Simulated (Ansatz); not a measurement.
# SnTe: the cell at several levels of theory

An exercise on one series of results from a longer session: the logs are not shown, and one member is left open.

The COD entry's cell or inner coordinates are ideal or old and differ from later refinements, so a difference from it is no clean test against experiment.

The runs shown are made with Ansatz 0.2.0. PAW datasets, plane waves, zero pressure. Spin-unpolarised throughout; all numbers are computed.

## The cell

It is cubic, Fm-3m (No. 225); conventional cell a = 6.302 Å, 31.28 Å³ an atom. Sn has 6 Te at 3.15 Å; Te has 6 Sn at 3.15 Å.

Structure file:

```cif
data_structure
_symmetry_space_group_name_H-M 'Fm-3m'
_symmetry_Int_Tables_number 225
_cell_length_a 6.3017
_cell_length_b 6.3017
_cell_length_c 6.3017
_cell_angle_alpha 90.000
_cell_angle_beta 90.000
_cell_angle_gamma 90.000
_cell_volume 250.25
loop_
_atom_site_label
_atom_site_type_symbol
_atom_site_symmetry_multiplicity
_atom_site_Wyckoff_symbol
_atom_site_fract_x
_atom_site_fract_y
_atom_site_fract_z
_atom_site_occupancy
Sn1 Sn 4 a 0.00000 0.00000 0.00000 1
Te1 Te 4 b 0.50000 0.00000 0.00000 1
```

Set-up of the first run:

input.yaml

```yaml
crystal:
  lattice:
    - [0.0, 3.15085, 3.15085]
    - [3.15085, 0.0, 3.15085]
    - [3.15085, 3.15085, 0.0]
  atoms:
    - { symbol: Sn, position: [0.0, 0.0, 0.0] }
    - { symbol: Te, position: [0.5, 0.5, 0.5] }
kpoints:
  mp_grid: { grid: [6, 6, 6] }
hamiltonian:
  xc: pbe
scf:
  occupations: { method: fermi_dirac, width: 0.02 }
relax:
  f_tol: 0.005
  cell: {}
```

Run with:

```bash
$ ansatz run input.yaml --threads 2 --pin off --max-ram 4608MiB --backend cpu --events-out ev --progress --plain --runs-dir out
```

Among the steps run: PBE: cell and atoms; Relaxation with r2SCAN; PBEsol: cell and atoms; Relaxing with LDA; Relaxation with HSE06.

One table of the session follows, with a row left open; its other results are not shown here.

| level | a (Å) | volume (Å³/atom) |
| --- | --- | --- |
| PBE | ? | ? |
| r2SCAN | 6.379 | 32.442 |
| PBEsol | 6.286 | 31.043 |
| LDA | 6.234 | 30.290 |
| HSE06 | 6.364 | 32.224 |

Estimate the missing values for PBE.

The run gave: a (Å): 6.414; volume (Å³/atom): 32.989. In the column «a (Å)» it is the highest.
